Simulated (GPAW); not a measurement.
Y:

```
Y
1.0
     3.64740    0.00000    0.00000
    -1.82370    3.15874    0.00000
     0.00000    0.00000    5.73060
Y
2
Direct
  0.66667 0.33333 0.75000
  0.33333 0.66667 0.25000
```

Base run:

```yaml
Program: GPAW 26.7.0
Functional: SCAN
Potentials_or_basis: GPAW PAW data sets (gpaw-data 1.2.1)
Cutoff: 600 eV
Basis: pw
k_mesh: 6 × 6 × 4
Occupations: fermi-dirac, width 0.05 eV
Spin: spin-orbit coupling, no magnetisation
```

Its results: pressure 0.3 GPa.

Q: The run is repeated on the same cell with these changes: functional from SCAN to TASK. What comes out?

A: Pressure 5.0 GPa.

Caveats: spin-orbit coupling was added after a scalar SCF, so levels and gaps hold it while energy, forces, pressure and moments don't; the PAW data sets were made with another functional, which shifts forces and pressure a little.

Not every run made on this cell is shown here.
